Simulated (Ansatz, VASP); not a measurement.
# Al2Pt: VASP beside Ansatz

INCAR

```
PREC     = Accurate       # precision mode
ENCUT    = 520            # plane-wave cutoff, eV
EDIFF    = 1E-6           # SCF threshold, eV
ISMEAR   = -1             # smearing method
SIGMA    = 0.08           # smearing width, eV
LREAL    = False          # projectors in reciprocal space
LASPH    = True           # aspherical terms in the spheres
NELM     = 100            # most SCF steps
ALGO     = Normal         # electronic algorithm
ISIF     = 2              # what is computed and relaxed
LWAVE    = False          # write WAVECAR
LCHARG   = False          # write CHGCAR
NBANDS   = 15             # bands
```

The input KPOINTS:

```
Automatic mesh
0
Gamma
  12 12 12
```

Contents of POSCAR:

```
Al2Pt
1.0
    0.0000000000      2.9648173479      2.9648173479
    2.9648173479      0.0000000000      2.9648173479
    2.9648173479      2.9648173479      0.0000000000
Al Pt
2 1
Direct
    0.2500000000      0.2500000000      0.2500000000
    0.7500000000      0.7500000000      0.7500000000
    0.0000000000      0.0000000000      0.0000000000
```

Input for Ansatz:

```yaml
crystal:
  lattice:
    - [0.0, 2.9648173479, 2.9648173479]
    - [2.9648173479, 0.0, 2.9648173479]
    - [2.9648173479, 2.9648173479, 0.0]
  atoms:
    - { symbol: Al, position: [0.25, 0.25, 0.25] }
    - { symbol: Al, position: [0.75, 0.75, 0.75] }
    - { symbol: Pt, position: [0.0, 0.0, 0.0] }
kpoints:
  mp_grid: { grid: [12, 12, 12] }
  band_path:
    path:
      - [0.0, 0.0, 0.0]
      - [0.5, 0.0, 0.5]
      - [0.625, 0.25, 0.625]
      - [0.375, 0.375, 0.75]
      - [0.0, 0.0, 0.0]
      - [0.5, 0.5, 0.5]
      - [0.5, 0.25, 0.75]
      - [0.5, 0.0, 0.5]
    npoints: 5
scf:
  occupations: { method: fermi_dirac, width: 0.08 }
hamiltonian:
  xc: lda
  pseudopotentials: { kind: all_electron, lapw: { basis_error: 0.001 } }
output:
  forces: true
  stress: true
  eigenvalues: true
```

Change from the starting cell: volume scaled by 1.01.

Alike in both runs: task single point; functional LDA; k mesh 12 × 12 × 12; occupations fermi-dirac, width 0.08 eV; no spin polarisation.

|  | VASP | Ansatz |
| --- | --- | --- |
| version | VASP 6.6.1 | Ansatz 0.2.0 |
| potentials or method | VASP PAW LDA potentials, release 64 (Al, Pt) | all-electron LAPW, scalar-relativistic |
| plane-wave cutoff (eV) | 520 | see its input |

|  | VASP | Ansatz | Ansatz less VASP |
| --- | --- | --- | --- |
| pressure (GPa) | -4.8 | -5.2 | -0.31 |

Ansatz ran all-electron here, so the differences hold the error of VASP's frozen core and of both bases.

Spin-orbit coupling is left out, which matters for the levels of Pt.
